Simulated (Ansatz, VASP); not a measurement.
# One calculation of Cd, two programs

```xyz
1
Lattice="0.0000 2.2181 2.2181 2.2181 0.0000 2.2181 2.2181 2.2181 0.0000" Properties=species:S:1:pos:R:3 pbc="T T T"
Cd    0.0000    0.0000    0.0000
```

Alike in both runs: task single point; functional PBEsol; dispersion D4; k mesh 8 × 8 × 8; occupations methfessel-paxton of order 1, width 0.05 eV; non-collinear spin, spin-orbit coupling.

```csv
,VASP,Ansatz
version,VASP 6.6.1,Ansatz 0.2.0
potentials or method,"VASP PAW PBE potentials, release 64 (Cd), cutoff 520 eV","all-electron LAPW, relativistic spinors"
```

Ansatz gave:

- gap on the k mesh at the Fermi level (eV): none
- pressure (GPa): -3.9
- net moment per atom (μB): 0.00
- dispersion energy (meV/atom): -234.0

Q: Which values does VASP return?

A: gap on the k mesh at the Fermi level (eV): none; pressure (GPa): -3.5; net moment per atom (μB): 0.00; dispersion energy (meV/atom): -233.8.

A gap of «none» marks a metal or a gap that the smearing closes. Ansatz ran all-electron here, so the differences hold the error of VASP's frozen core and of both bases.

Caveats: the PAW data sets were made with another functional, which shifts forces and pressure a little (VASP); the k mesh is thin for a metal, which can move the energy by tens of meV per atom (Ansatz); pairwise dispersion overbinds metals, which lowers pressure and volume (Ansatz); the starting moments weren't kept (Ansatz).
